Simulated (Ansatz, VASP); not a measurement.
## Cross-check of CdTe between VASP and Ansatz

Wanted: the spread between two codes on one cell, functional and k mesh. The cell is taken from a series of VASP runs on this material, whose earlier steps may have relaxed, scaled or displaced it; both programs get it as it stands.

Main program and level: Ansatz 0.2.0; plane waves, with VASP 6.6.1 beside it; single point at LDA and band structure at LDA.

## Step 1: The structure

It takes space group F-43m (No. 216, cubic). Conventional cell: a = 6.410 Å, b = 6.410 Å, c = 6.410 Å, α = 90.00°, β = 90.00°, γ = 90.00°. Nearest to Cd lie 4 Te at 2.78 Å. Te has 4 Cd at 2.78 Å nearest. Farther neighbours and most contacts between anions are not listed.

## Step 2: Ansatz: single point, LDA

Ansatz runs on its default PAW (the set named soft_2) files.

A single point gives forces, pressure and levels at one fixed geometry, so differences don't come from the geometry; what else differs is listed under the comparison.

input.yaml reads:

```yaml
crystal:
  lattice:
    - [0.0, 3.205, 3.205]
    - [3.205, 0.0, 3.205]
    - [3.205, 3.205, 0.0]
  atoms:
    - { symbol: Cd, position: [0.0, 0.0, 0.0] }
    - { symbol: Te, position: [0.25, 0.25, 0.25] }
hamiltonian:
  xc: lda
  pseudopotentials: { kind: paw }
kpoints:
  mp_grid: { grid: [5, 5, 5] }
scf:
  occupations: { method: gaussian, width: 0.05 }
  n_extra_bands: 4
output:
  forces: true
  stress: true
  eigenvalues: true
```

Launch:

```console
ansatz run input.yaml --threads 2 --pin off --max-ram 4608MiB --backend cpu --events-out ev --progress --plain --runs-dir out
```

Numbers of over 12 decimals in the logs are rounded to 6 here.

Log:

```text
scf.n_extra_bands = 4 over 18 filled bands (N_el = 36.0): the run solves 22 bands
Engine: ansatz 0.2.0, aarch64-unknown-linux-gnu
Pseudopotentials: kind: paw
Pseudopotential: Cd, paw, valence charge 20, recommended cutoff 420 eV (normal), Cd.paw.azcp
Pseudopotential: Te, paw, valence charge 16, recommended cutoff 420 eV (normal), Te.paw.azcp
Functional definition: SPW92
  exchange = slater_x
  correlation = pw_c
Crystal: 2 atoms, lattice volume = 65.844 Å³
Basis set: ecut = 420 eV, 1243 PW (Γ)
Bands: 22, of which v1, the nominal top of the filled ones, is band 18 counted from 1 (17 counted from 0)
Symmetry: 24 space group operations
Space group: F-43m (ITA 216), of the structure as read, at distance tolerance 4.0e-5 Å
k-points: 10 of 125 (time reversal used)
Non-local potential: Cd, projectors of the file, l = 0: 3, l = 1: 2, l = 2: 2, l = 3: 1
Non-local potential: Te, projectors of the file, l = 0: 2, l = 1: 2, l = 2: 2, l = 3: 2
PAW form: soft (Blöchl's): semilocal exchange-correlation on the pseudo side does not see the compensation charge
PAW frozen core: Cd, regenerated for the run's functional, and the local potential with it (the file was generated under x = pbe(κ = 0.804, μ = 0.219515), c = pbe(β = 0.066725))
PAW frozen core: Te, regenerated for the run's functional, and the local potential with it (the file was generated under x = pbe(κ = 0.804, μ = 0.219515), c = pbe(β = 0.066725))
PAW one-centre angular grid: Cd, 590 points (default); XC on 64 Gauss nodes
PAW one-centre angular grid: Te, 590 points (default); XC on 64 Gauss nodes
Initial density: superposition of atomic densities (neutral atoms: chi_scale 0, normalization atom), corrected by the library's trained network
Initial wavefunctions: pseudopotential atomic-orbital guess
Functional: x = slater, c = lda
SCF iter   1: F=—  HF=-14945.795869 eV  |F-HF|=—  |Δ(HF+E_count)|=         —  Δρ=6.38e-3  dr2=1.87e-2  ethr=1.77e-3  ⟨swp⟩=6.1  Hψ=1046  notcnv=0
preconditioner: auto → none  [insulator: Δε(μ)=0.571 eV  Ē_g=11.390 eV  σ=0.050 eV  W_gap=1.00  n_scr=14 (ndim 8)  ℏωp=19.4 eV  f_vac=0.179  D(μ)=0.00/eV (n_scr^D=0)  ε∞_Penn≈3.9]
SCF iter   2: F=—  HF=-14945.789448 eV  |F-HF|=—  |Δ(HF+E_count)|=   6.42e-3  Δρ=2.09e-3  dr2=1.27e-3  ethr=5.21e-5  ⟨swp⟩=3.0  Hψ=520  notcnv=0
SCF iter   3: F=—  HF=-14945.789317 eV  |F-HF|=—  |Δ(HF+E_count)|=   1.31e-4  Δρ=1.01e-3  dr2=2.98e-4  ethr=3.53e-6  ⟨swp⟩=2.1  Hψ=300  notcnv=0
SCF iter   4: F=—  HF=-14945.789307 eV  |F-HF|=—  |Δ(HF+E_count)|=   9.58e-6  Δρ=2.82e-4  dr2=4.42e-5  ethr=8.28e-7  ⟨swp⟩=2.0  Hψ=300  notcnv=0
SCF iter   5: F=—  HF=-14945.789294 eV  |F-HF|=—  |Δ(HF+E_count)|=   1.29e-5  Δρ=1.97e-5  dr2=2.67e-7  ethr=1.23e-7  ⟨swp⟩=2.0  Hψ=304  notcnv=0
SCF iter   6: F=-14945.789294 eV  HF=-14945.789294 eV  |F-HF|=1.70e-8  |Δ(HF+E_count)|=   8.03e-8  Δρ=7.09e-6  dr2=2.15e-8  ethr=2.78e-10  ⟨swp⟩=6.5  Hψ=997  notcnv=0
SCF 1 converged in 6 iterations: F = -14945.789294 eV  dr2 = 2.15e-8
  greatest PAW one-centre occupation: 1.000 electrons in one spin orbital (limit 2), on the Cd atom at site 0 (counted from 0), in its partial waves of l = 0
SCF converged after 6 iterations
Free energy (F): -14945.789294 eV
Harris-Foulkes:  -14945.789294 eV  (|F-HF|=1.70e-8)
Internal energy: -14945.789294 eV  (E = F + TS)
E sigma→0 (E₀):  -14945.789294 eV
Fermi energy:    7.932223 eV
--- Per-component energies (eV) ---
  E_band       = -785.884013
  E_kinetic    = 687.631635
  E_local      = -5359.275957  (includes V_loc(G=0)·N_el)
  E_nonlocal   = -263.868887
  E_hartree    = 2700.298896
  E_xc         = -299.545270
  E_vxc        = -326.525945  (∫ρ·V_xc dr)
  E_paw        = -8457.729417  (= ΣΔE_a)
  E_vpaw       = -924.447778  (= ΣTr[D̂ρ^β])
  E_aug_tail   = -0.000224  (compensation charges beyond the density's cutoff)
  E_ewald      = -3954.745301
  E_core_change = 1.445230  (= ΣΔE_core)
  E_smearing   = -0.000000  (= −TS)
  E_closure    = -0.000000  (closes the sum)
  Σ components = -14945.789294   (vs F -14945.789294, Δ=0.00e0)
--- Forces (eV/Å), atoms counted from 1 ---
  atom   1  Cd     0.00000000    -0.00000000     0.00000000
  atom   2  Te    -0.00000000     0.00000000     0.00000000
  max |Σ_I F_I| component: 1.43e-16 eV/Å
--- Stress (GPa, compression-positive) ---
        0.043150       0.000000      -0.000000
       -0.000000       0.043150       0.000000
       -0.000000       0.000000       0.043150
  P = ⅓ Tr σ = 0.0432 GPa (0.432 kbar)
--- Band table (eV; the first three rows and the last of 10) ---
  k-point 0: bands = [... 14 lower, -0.4817, 7.6279, 7.6279, 7.6279, 8.2321, 12.1336, 12.1336, 12.1336]
  k-point 1: bands = [... 14 lower, -0.4832, 5.3494, 7.2945, 7.2945, 9.4593, 12.4487, 12.5902, 12.5902]
  k-point 2: bands = [... 14 lower, -0.2395, 3.2911, 6.8593, 6.8593, 9.3424, 12.7686, 12.7686, 14.3155]
  k-point 9: bands = [... 14 lower, 0.0209, 3.3149, 5.1002, 5.7665, 11.4980, 11.8546, 12.8665, 15.1962]
```

The job ended after 1.7 s (2 threads of Arm Neoverse N1, shared host; peak memory 0.29 GiB).

In the SCF lines HF is the Harris–Foulkes energy and dr2 the Hartree energy of the density residual, in eV; the loop may stop once dr2 is under the threshold and the program's other checks hold. Hψ counts applications of the Hamiltonian.

The run ends at a pressure of 0.04 GPa.

## Step 3: VASP: single point, LDA

The same cell, functional (in two slightly different forms), mesh and smearing now go to VASP, with its own data sets and cutoff.

Lines of VASP's logs that name or quote its potential files are left out, and so is its time.

INCAR reads:

```
SYSTEM = CdTe
PREC = Accurate
ENCUT = 400
EDIFF = 1E-06
NELM = 100
ISMEAR = 0
SIGMA = 0.05
LREAL = .FALSE.
ALGO = Normal
GGA = CA
NBANDS = 15
LORBIT = 11
LWAVE = .FALSE.
LCHARG = .TRUE.
ISIF = 2
LELF = .TRUE.
LVHAR = .TRUE.
```

POSCAR reads:

```
CdTe
1.0
    0.0000000000      3.2050000000      3.2050000000
    3.2050000000      0.0000000000      3.2050000000
    3.2050000000      3.2050000000      0.0000000000
Cd Te
1 1
Direct
    0.0000000000      0.0000000000      0.0000000000
    0.2500000000      0.2500000000      0.2500000000
```

KPOINTS reads:

```
Automatic mesh
0
Gamma
5 5 5
0 0 0
```

The projector-augmented-wave data sets are Cd and Te (LDA family, release 64).

Launch:

```console
mpirun -np 2 vasp_std
```

Log:

```text
[banner, memory and clock lines left out]
running    2 mpi-ranks, on    1 nodes
 distrk:  each k-point on    2 cores,    1 groups
 distr:  one band on    1 cores,    2 groups

 POSCAR found type information on POSCAR CdTe
 POSCAR found :  2 types and       2 ions
 LDA part: xc-table for (Slater(with rela. corr.)+CA(PZ))
 , standard interpolation
|                                                                             |
|           W    W    AA    RRRRR   N    N  II  N    N   GGGG   !!!           |
|           W    W   A  A   R    R  NN   N  II  NN   N  G    G  !!!           |
|           W    W  A    A  R    R  N N  N  II  N N  N  G       !!!           |
|           W WW W  AAAAAA  RRRRR   N  N N  II  N  N N  G  GGG   !            |
|           WW  WW  A    A  R   R   N   NN  II  N   NN  G    G                |
|           W    W  A    A  R    R  N    N  II  N    N   GGGG   !!!           |
|                                                                             |
|     The number of bands has been changed from the values supplied in        |
|     The orbitals not found in the WAVECAR file will be initialized with     |
|     random numbers, which is usually adequate. For correlated               |
|     calculations, however, you should redo the groundstate calculation.     |
|     I found NBANDS = 15. Now, NBANDS = 16.                                  |
|                                                                             |

 POSCAR, INCAR and KPOINTS ok, starting setup
 FFT: planning ... GRIDC
 FFT: planning ... GRID_SOFT
 FFT: planning ... GRID
 WAVECAR not read
 entering main loop
       N       E                     dE             d eps       ncg     rms          rms(c)
DAV:   1     0.819456243082E+02    0.81946E+02   -0.71993E+03   336   0.785E+02
DAV:   2    -0.340618737716E+01   -0.85352E+02   -0.82303E+02   400   0.214E+02
DAV:   3    -0.624733577695E+01   -0.28411E+01   -0.28381E+01   384   0.410E+01
DAV:   4    -0.627627438772E+01   -0.28939E-01   -0.28937E-01   480   0.349E+00
DAV:   5    -0.627633676102E+01   -0.62373E-04   -0.62373E-04   400   0.152E-01    0.605E+00
DAV:   6    -0.605302396816E+01    0.22331E+00   -0.37102E-01   400   0.779E+00    0.484E+00
DAV:   7    -0.602961827322E+01    0.23406E-01   -0.95484E-02   376   0.209E+00    0.177E+00
DAV:   8    -0.602769497835E+01    0.19233E-02   -0.10843E-02   352   0.123E+00    0.432E-01
DAV:   9    -0.602743462272E+01    0.26036E-03   -0.80213E-04   416   0.318E-01    0.117E-01
DAV:  10    -0.602742494263E+01    0.96801E-05   -0.90967E-05   360   0.839E-02    0.524E-02
DAV:  11    -0.602742823565E+01   -0.32930E-05   -0.22111E-05   392   0.444E-02    0.282E-02
DAV:  12    -0.602742746044E+01    0.77522E-06   -0.17528E-06   344   0.133E-02
   1 F= -.60274275E+01 E0= -.60274275E+01  d E =-.609030E-15
```

OUTCAR, selected parts (step 3):

```text
ion  position               nearest neighbor table
   1  0.000  0.000  0.000-   2 2.78   2 2.78   2 2.78   2 2.78
   2  0.250  0.250  0.250-   1 2.78   1 2.78   1 2.78   1 2.78

  LATTYP: Found a face centered cubic cell.
 ALAT       =     6.4100000000

 Subroutine GETGRP returns: Found 24 space group operations
 (whereof 24 operations were pure point group operations)

The static configuration has the point symmetry T_d .

 Found     10 irreducible k-points:

   k-points           NKPTS =     10   k-points in BZ     NKDIM =     10   number of bands    NBANDS=     16

   dimension x,y,z NGX =    30 NGY =   30 NGZ =   30
   dimension x,y,z NGXF=    60 NGYF=   60 NGZF=   60

   ENCUT  =  400.0 eV  29.40 Ry    5.42 a.u.   7.39  7.39  7.39*2*pi/ulx,y,z

   NELECT =      18.0000    total number of electrons

 k-points in reciprocal lattice and weights: Automatic mesh
   0.00000000  0.00000000  0.00000000       0.008
   0.20000000  0.00000000  0.00000000       0.064
   0.40000000  0.00000000  0.00000000       0.064
   0.20000000  0.20000000  0.00000000       0.048
   0.40000000  0.20000000  0.00000000       0.192
  -0.40000000  0.20000000  0.00000000       0.192
  -0.20000000  0.20000000  0.00000000       0.096
   0.40000000  0.40000000  0.00000000       0.048
  -0.40000000  0.40000000  0.00000000       0.096
  -0.40000000  0.40000000  0.20000000       0.192

 average (electrostatic) potential at core
       1 -39.6381       2 -92.0471

 E-fermi :   2.7405

 k-point     1 :       0.0000    0.0000    0.0000
  band No.  band energies     occupation
    ...
      5      -5.6564      2.00000
      6      -5.6564      2.00000
      7       2.4772      2.00000
      8       2.4772      2.00000
      9       2.4772      2.00000
     10       3.1224      0.00000
     11       6.9458      0.00000
     12       6.9458      0.00000
     13       6.9458      0.00000
     14       9.7309      0.00000
    ...

 k-point     2 :       0.2000    0.0000    0.0000
  band No.  band energies     occupation
    ...
      5      -5.6575      2.00000
      6      -5.6575      2.00000
      7       0.2015      2.00000
      8       2.1417      2.00000
      9       2.1417      2.00000
     10       4.3309      0.00000
     11       7.2952      0.00000
     12       7.4025      0.00000
     13       7.4025      0.00000
     14      10.7199      0.00000
    ...

 k-point     3 :       0.4000    0.0000    0.0000
  band No.  band energies     occupation
    ...
      5      -5.6491      2.00000
      6      -5.4072      2.00000
      7      -1.8659      2.00000
      8       1.7048      2.00000
      9       1.7048      2.00000
     10       4.2056      0.00000
     11       7.5761      0.00000
     12       7.5761      0.00000
     13       9.1811      0.00000
     14      10.5076      0.00000
    ...

  Total       -0.0029583     -0.0029583     -0.0029583      0.0000000     -0.0000000      0.0000000
  in kB       -0.0719856     -0.0719856     -0.0719856      0.0000000     -0.0000000      0.0000000
  external PRESSURE =      -0.0719856 kB  Pullay stress =       0.0000000 kB

  energy-cutoff  :      400.00
  volume of cell :       65.84
      direct lattice vectors                 reciprocal lattice vectors
     0.000000000  3.205000000  3.205000000    -0.156006240  0.156006240  0.156006240
     3.205000000  0.000000000  3.205000000     0.156006240 -0.156006240  0.156006240
     3.205000000  3.205000000  0.000000000     0.156006240  0.156006240 -0.156006240

 POSITION                                       TOTAL-FORCE (eV/Angst)
 -----------------------------------------------------------------------------------
      0.00000      0.00000      0.00000         0.000000      0.000000      0.000000
      1.60250      1.60250      1.60250        -0.000000     -0.000000     -0.000000
 -----------------------------------------------------------------------------------
    total drift:                                0.000001      0.000001      0.000000

  FREE ENERGIE OF THE ION-ELECTRON SYSTEM (eV)
  ---------------------------------------------------
  free  energy   TOTEN  =        -6.0274274604 eV

  energy  without entropy=       -6.0274274604  energy(sigma->0) =       -6.02742746

 total charge
# of ion       s       p       d       tot
------------------------------------------
    1        0.486   0.341   9.518  10.345
    2        1.354   2.070   0.025   3.449
--------------------------------------------------
tot          1.841   2.411   9.543  13.794

[... 3 further parts left out ...]
```

The run ends at a pressure of -0.01 GPa.

## Step 4: Differences

Known differences besides the potentials themselves: the two LDA forms differ slightly; the data sets hold 36 valence electrons in Ansatz (default PAW (the set named soft_2) files) and 18 in VASP; the cutoff is 420 eV in Ansatz and 400 eV in VASP; VASP's log shows a relativistic correction to its local exchange, Ansatz's none. Total energies have different zeros and are not compared.

The two programs side by side:

```csv
quantity,Ansatz,VASP,difference
pressure (GPa),0.04,-0.01,+0.05
gap on the k mesh (eV),0.604,0.645,-0.041
```

A gap on the mesh is an upper bound, since the band edges may lie between its points. Ansatz's pressure holds a Pulay correction of 0.03 GPa; VASP's holds none.

[end of part 1 of 2]

[Lines on the potential files, build, host, timing and source positions are cut from VASP's logs without a mark.]

[Logs are printed without paths, hosts, clocks, repeated set-up lines and the standing remarks that a program may print on its own settings, such as how far it seeks lower states.]

[Hosts, paths, dates, database ids (printed as entryN), source tags and the programs' standing remarks are cut or masked in the printed files.]
